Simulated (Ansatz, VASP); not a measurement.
Cu in VASP and in Ansatz

```
CELL_PARAMETERS angstrom
0.00000 1.76448 1.76448
1.76448 0.00000 1.76448
1.76448 1.76448 0.00000
ATOMIC_POSITIONS crystal
Cu 0.00000 0.00000 0.00000
```

Alike in both runs: functional r2SCAN; k mesh 20 × 20 × 20; occupations fermi-dirac, width 0.1 eV; no spin polarisation.

Ansatz relaxed the structure, and its values are those at the end. VASP's run is a single point on that final structure, the one shown.

```csv
,VASP,Ansatz
version,VASP 6.6.1,Ansatz 0.2.0
potentials or method,"VASP PAW PBE potentials, release 64 (Cu)","scalar-relativistic, plane waves, PAW"
plane-wave cutoff (eV),520,500
valence electrons in the cell,11,19
```

```csv
,VASP,Ansatz,Ansatz less VASP
gap on the k mesh at the Fermi level (eV),none,none,-
pressure (GPa),7.9,7.3,-0.57
```

A gap of «none» marks a metal or a gap that the smearing closes. The two sets of potentials don't hold the same shells in valence.

Caveats: the PAW data sets were made with another functional, which shifts forces and pressure a little (VASP).
